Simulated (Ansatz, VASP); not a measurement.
One calculation of KZnF3, two programs

The input INCAR:

```
PREC = Accurate ; ENCUT = 520
EDIFF = 1E-6 ; ISMEAR = -1
SIGMA = 0.05 ; LREAL = False
LASPH = True ; NELM = 60
ALGO = Normal ; ISIF = 2
LWAVE = False ; LCHARG = False
GGA = PS ; NBANDS = 29
```

The input KPOINTS:

```
Automatic mesh
0
Gamma
  7 7 7
```

POSCAR

```
KZnF3
1.0
    4.0500000000      0.0000000000      0.0000000000
    0.0000000000      4.0500000000      0.0000000000
    0.0000000000      0.0000000000      4.0500000000
Zn K F
1 1 3
Direct
    0.5000000000      0.5000000000      0.5000000000
    0.0000000000      0.0000000000      0.0000000000
    0.5000000000      0.0000000000      0.5000000000
    0.0000000000      0.5000000000      0.5000000000
    0.5000000000      0.5000000000      0.0000000000
```

The input input.yaml:

```yaml
crystal:
  lattice:
    - [4.05, 0.0, 0.0]
    - [0.0, 4.05, 0.0]
    - [0.0, 0.0, 4.05]
  atoms:
    - { symbol: Zn, position: [0.5, 0.5, 0.5] }
    - { symbol: K, position: [0.0, 0.0, 0.0] }
    - { symbol: F, position: [0.5, 0.0, 0.5] }
    - { symbol: F, position: [0.0, 0.5, 0.5] }
    - { symbol: F, position: [0.5, 0.5, 0.0] }
hamiltonian:
  xc: pbesol
  pseudopotentials: { kind: paw }
kpoints:
  mp_grid: { grid: [7, 7, 7] }
scf:
  occupations: { method: fermi_dirac, width: 0.05 }
output:
  forces: true
  stress: true
  eigenvalues: true
```

Alike in both runs: task single point; functional PBEsol; k mesh 7 × 7 × 7; occupations fermi-dirac, width 0.05 eV; no spin polarisation.

```csv
,VASP,Ansatz
version,VASP 6.6.1,Ansatz 0.2.0
potentials or method,"VASP PAW PBE potentials, release 64 (Zn, K_sv, F)",Ansatz PAW
plane-wave cutoff (eV),520,420
valence electrons in the cell,42,42
```

Ansatz gave:

| Item | Value |
| --- | --- |
| gap on the k mesh at the Fermi level (eV) | 3.83 |
| least direct gap on the mesh (eV) | 5.54 |
| pressure (GPa) | 0.1 |

Problem. Which values does VASP return?

Solution. gap on the k mesh at the Fermi level (eV): 3.75; least direct gap on the mesh (eV): 5.50; pressure (GPa): 0.5.

Caveats: the PAW data sets were made with another functional, which shifts forces and pressure a little (VASP); an odd mesh through Γ misses points on the zone boundary, where band edges often lie (VASP); odd divisions of the mesh miss points on the zone boundary, where band edges often lie, so the gap on the mesh can be too wide (Ansatz); the pressure holds a Pulay correction of +0.7 GPa for the finite cutoff (Ansatz); the PAW data sets come from PBE, with cores solved anew for the run's functional, which leaves a small shift of forces and pressure (Ansatz). A hybrid or GW would open this gap; PBEsol tends to underestimate it.
